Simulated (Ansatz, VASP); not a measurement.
# Ta in VASP and in Ansatz

```xyz
5
Lattice="2.8744 0.0000 0.0000 -0.9581 2.7100 0.0000 0.0000 0.0000 24.3877" Properties=species:S:1:pos:R:3 pbc="T T T"
Ta    0.9581    1.3550    7.6098
Ta    0.0000    0.0000    9.8526
Ta    0.9581    1.3550   12.1939
Ta    0.0000    0.0000   14.5351
Ta    0.9581    1.3550   16.7779
```

Alike in both runs: task single point; functional PBE; k mesh 13 × 13 × 1; occupations gaussian, width 0.1 eV; non-collinear spin, spin-orbit coupling.

|  | VASP | Ansatz |
| --- | --- | --- |
| version | VASP 6.6.1 | Ansatz 0.2.0 |
| potentials or method | VASP PAW PBE potentials, release 64 (Ta_pv) | plane waves, PAW |
| plane-wave cutoff (eV) | 520 | 420 |
| valence electrons in the cell | 55 | 65 |

```csv
,VASP,Ansatz,Ansatz less VASP
gap on the k mesh at the Fermi level (eV),none,none,-
rms of the force components (eV/Å),0.004,0.003,-0.0009
net moment per atom (μB),0.00,0.00,0.000
"work function, face that differs most (eV)",4.59,4.76,+0.168
```

Atom by atom the forces differ by 0.001 eV/Å (rms over components). A gap of «none» marks a metal or a gap that the smearing closes. The two sets of potentials don't hold the same shells in valence. Ansatz warned: «xc_potential_rough_in_thin_density».
